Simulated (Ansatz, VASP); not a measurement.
## Ge: VASP beside Ansatz

```
CELL_PARAMETERS angstrom
1.42897 -2.65982 0.00000
1.42897 2.65982 0.00000
0.00000 0.00000 2.75974
ATOMIC_POSITIONS crystal
Ge 0.50000 0.50000 0.00000
```

This isn't the form of Ge at room conditions, which is diamond.

Alike in both runs: task single point; functional PBEsol; k mesh 9 × 9 × 9; occupations gaussian, width 0.1 eV; no spin polarisation.

|  | VASP | Ansatz |
| --- | --- | --- |
| version | VASP 6.6.1 | Ansatz 0.2.0 |
| potentials or method | VASP PAW PBE potentials, release 64 (Ge_d) | plane waves, PAW |
| plane-wave cutoff (eV) | 520 | 630 |
| valence electrons in the cell | 14 | 14 |

```csv
,VASP,Ansatz,Ansatz less VASP
pressure (GPa),-7.7,-7.7,+0.08
largest component of the traceless stress (GPa),1.19,1.17,-0.022
```

Ansatz warned: «stress_scf_threshold_loose».

Caveats: the PAW data sets were made with another functional, which shifts forces and pressure a little (VASP).
